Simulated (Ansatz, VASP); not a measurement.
## AgI: VASP beside Ansatz

INCAR

```
SYSTEM = AgI
PREC = Accurate
ENCUT = 520
EDIFF = 1E-7
ISMEAR = 0
SIGMA = 0.05
LREAL = .False.
LASPH = .True.
NELM = 100
ALGO = Normal
ISIF = 2
LWAVE = .False.
LCHARG = .False.
LDIPOL = .True.
IDIPOL = 3
DIPOL = 0.5 0.5 0.500
GGA = PS
NBANDS = 36
```

File KPOINTS:

```
regular mesh
0
Gamma
  6 6 1
  0 0 0
```

File POSCAR:

```
AgI
1.0
    4.5609743481      0.0000000000      0.0000000000
   -2.2804871740      3.9499196515      0.0000000000
    0.0000000000      0.0000000000     23.3790449121
I Ag
3 3
Direct
    0.0000000000      0.0000000000      0.3208001023
    0.3333333333      0.6666666667      0.4800889003
    0.6666666667      0.3333333333      0.6393776982
    0.3333333333      0.6666666667      0.3606223018
    0.6666666667      0.3333333333      0.5199110997
    0.0000000000      0.0000000000      0.6791998977
```

Input for Ansatz:

```yaml
crystal:
  lattice:
    - [4.5609743481, 0.0, 0.0]
    - [-2.280487174, 3.9499196515, 0.0]
    - [0.0, 0.0, 23.3790449121]
  atoms:
    - { symbol: I, position: [0.0, 0.0, 0.3208001023] }
    - { symbol: Ag, position: [0.3333333333, 0.6666666667, 0.3606223018] }
    - { symbol: I, position: [0.3333333333, 0.6666666667, 0.4800889003] }
    - { symbol: Ag, position: [0.6666666667, 0.3333333333, 0.5199110997] }
    - { symbol: I, position: [0.6666666667, 0.3333333333, 0.6393776982] }
    - { symbol: Ag, position: [0.0, 0.0, 0.6791998977] }
basis:
  ecutwfc: 420
kpoints:
  mp_grid: { grid: [6, 6, 1] }
hamiltonian:
  xc: pbesol
scf:
  occupations: { method: gaussian, width: 0.05 }
output:
  forces: true
  stress: true
  eigenvalues: true
efield:
  axis: 3
  dipole_correction: true
```

Alike in both runs: task single point; functional PBEsol; k mesh 6 × 6 × 1; occupations gaussian, width 0.05 eV; no spin polarisation.

|  | VASP | Ansatz |
| --- | --- | --- |
| version | VASP 6.6.1 | Ansatz 0.2.0 |
| potentials or method | VASP PAW PBE potentials, release 64 (I, Ag) | scalar-relativistic, plane waves, PAW |
| plane-wave cutoff (eV) | 520 | 420 |
| valence electrons in the cell | 54 | 108 |

```csv
,VASP,Ansatz,Ansatz less VASP
gap on the k mesh at the Fermi level (eV),none,none,-
rms of the force components (eV/Å),0.254,0.252,-0.0020
```

A gap of «none» marks a metal or a gap that the smearing closes. With one functional, cell and mesh, what is left measures potentials, basis and numerics. The two sets of potentials don't hold the same shells in valence.

Caveats: the PAW data sets were made with another functional, which shifts forces and pressure a little (VASP). Spin-orbit coupling is left out, which matters for the levels of I.
